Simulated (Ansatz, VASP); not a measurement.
Two plane-wave programs on Ti

INCAR

```
PREC = Accurate
ENCUT = 600
EDIFF = 1E-7
ISMEAR = -1
SIGMA = 0.05
LREAL = F
LASPH = T
NELM = 60
ALGO = Normal
ISIF = 3
LWAVE = F
LCHARG = F
GGA = CA
IBRION = 2
NSW = 60
EDIFFG = -0.01
```

Contents of KPOINTS:

```
Automatic mesh
0
Gamma
  11 11 11
```

File POSCAR:

```
Ti
1.0
    0.0000000000      2.0300000000      2.0300000000
    2.0300000000      0.0000000000      2.0300000000
    2.0300000000      2.0300000000      0.0000000000
Ti
1
Direct
    0.0000000000      0.0000000000      0.0000000000
```

The input input.yaml:

```yaml
crystal:
  lattice:
    - [0.0, 2.03, 2.03]
    - [2.03, 0.0, 2.03]
    - [2.03, 2.03, 0.0]
  atoms:
    - { symbol: Ti, position: [0.0, 0.0, 0.0] }
hamiltonian:
  xc: lda
  pseudopotentials: { kind: paw }
kpoints:
  mp_grid: { grid: [11, 11, 11] }
scf:
  occupations: { method: fermi_dirac, width: 0.05 }
output:
  forces: true
  stress: true
  eigenvalues: true
relax:
  f_tol: 0.01
  max_steps: 40
  cell: { stress_tol: 0.05 }
```

This isn't the form of Ti at room conditions, which is hcp.

Alike in both runs: task relaxation of cell and atoms; functional LDA; k mesh 11 × 11 × 11; occupations fermi-dirac, width 0.05 eV; no spin polarisation.

|  | VASP | Ansatz |
| --- | --- | --- |
| version | VASP 6.6.1 | Ansatz 0.2.0 |
| potentials or method | VASP PAW LDA potentials, release 64 (Ti_sv) | Ansatz PAW |
| plane-wave cutoff (eV) | 600 | 420 |
| valence electrons in the cell | 12 | 12 |

|  | VASP | Ansatz | Ansatz less VASP |
| --- | --- | --- | --- |
| gap on the k mesh at the Fermi level, each at its own relaxed structure (eV) | none | none | - |
| relaxed volume (Å³/atom) | 15.97 | 16.00 | +0.026 |
| relaxed cell length with the largest relative difference (Å) | 2.827 | 2.828 | +0.0015 |
| energy change over the relaxation (meV/atom) | -13 | -12 | +0.7 |

A gap of «none» marks a metal or a gap that the smearing closes.

Caveats: the plane-wave basis is chosen anew once the cell has moved, so the energies of steps on either side of that aren't comparable (Ansatz); the PAW data sets come from PBE, with cores solved anew for the run's functional, which leaves a small shift of forces and pressure (Ansatz). LDA usually gives volumes a few per cent too small. Zero-point motion and thermal expansion aren't in these numbers.
